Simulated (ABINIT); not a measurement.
Ru:

```
CELL_PARAMETERS angstrom
2.70580 0.00000 0.00000
-1.35290 2.34329 0.00000
0.00000 0.00000 4.28190
ATOMIC_POSITIONS crystal
Ru 0.66667 0.33333 0.75000
Ru 0.33333 0.66667 0.25000
```

Base run:

```yaml
Program: ABINIT 10.8.3 (patched build)
Functional: SOGGA
Potentials_or_basis: JTH PAW PBE v2.0
Cutoff: 408 eV
k_mesh: 11 × 11 × 6
Occupations: fermi-dirac, width 0.05 eV
Spin: no spin polarisation
```

Its results: band gap on the k mesh none (metal or under the smearing width); pressure -9.2 GPa.

Question: After a change of settings the same cell gave: band gap on the k mesh none (metal or under the smearing width); pressure -5.6 GPa. Which change was it?
A. functional from SOGGA to LDA-Teter; potentials or basis from JTH PAW PBE v2.0 to JTH PAW LDA v2.0
B. functional from SOGGA to revPBE
C. functional from SOGGA to HCTH407
D. functional from SOGGA to BP86

Answer: C.

Caveats: the PAW data sets were made with another functional, which shifts forces and pressure a little.
